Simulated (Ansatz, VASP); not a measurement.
## HfN in VASP and in Ansatz

The input INCAR:

```
ALGO     = Normal         # electronic algorithm
EDIFF    = 1E-7           # SCF threshold, eV
ENCUT    = 520            # plane-wave cutoff, eV
GGA      = PS             # functional
ISIF     = 2              # what is computed and relaxed
ISMEAR   = 0              # smearing method
LASPH    = T              # aspherical terms in the spheres
LCHARG   = F              # write CHGCAR
LREAL    = F              # projectors in reciprocal space
LWAVE    = F              # write WAVECAR
NBANDS   = 14             # bands
NELM     = 100            # most SCF steps
PREC     = Accurate       # precision mode
SIGMA    = 0.15           # smearing width, eV
```

Contents of KPOINTS:

```
k-points
0
Gamma
  16 16 16
```

The input POSCAR:

```
HfN
1.0
    0.0000000000      2.2584362400      2.2584362400
    2.2584362400      0.0000000000      2.2584362400
    2.2584362400      2.2584362400      0.0000000000
Hf N
1 1
Direct
    0.0000000000      0.0000000000      0.0000000000
    0.7500000000      0.7500000000      0.7500000000
```

Input for Ansatz:

```yaml
crystal:
  lattice:
    - [0.0, 2.25843624, 2.25843624]
    - [2.25843624, 0.0, 2.25843624]
    - [2.25843624, 2.25843624, 0.0]
  atoms:
    - { symbol: Hf, position: [0.0, 0.0, 0.0] }
    - { symbol: "N", position: [0.75, 0.75, 0.75] }
basis:
  ecutwfc: 420
kpoints:
  mp_grid: { grid: [16, 16, 16] }
hamiltonian:
  xc: pbesol
scf:
  occupations: { method: gaussian, width: 0.15 }
output:
  forces: true
  stress: true
  eigenvalues: true
```

Change from the starting cell: strain -0.080 along x and y, -0.080 along z, atoms carried along.

Alike in both runs: task single point; functional PBEsol; k mesh 16 × 16 × 16; occupations gaussian, width 0.15 eV; no spin polarisation.

|  | VASP | Ansatz |
| --- | --- | --- |
| version | VASP 6.6.1 | Ansatz 0.2.0 |
| potentials or method | VASP PAW PBE potentials, release 64 (Hf_pv, N) | scalar-relativistic, plane waves, PAW |
| plane-wave cutoff (eV) | 520 | 420 |
| valence electrons in the cell | 15 | 31 |

VASP gave:

* gap on the k mesh at the Fermi level (eV): none
* pressure (GPa): 71.8

Q: Estimate Ansatz's values.

A: gap on the k mesh at the Fermi level (eV): none; pressure (GPa): 71.1.

A gap of «none» marks a metal or a gap that the smearing closes. The functional is the same, so the differences come from potentials, cutoffs and numerics. The two sets of potentials don't hold the same shells in valence.

Caveats: the cell as given lies far from equilibrium; so large a pressure means that the cell lies far from this level's equilibrium, or that cutoff or potentials fall short (VASP); the potentials were made for another functional, which shifts forces and pressure (VASP). The runs have no spin-orbit coupling, so splittings on Hf are missing.
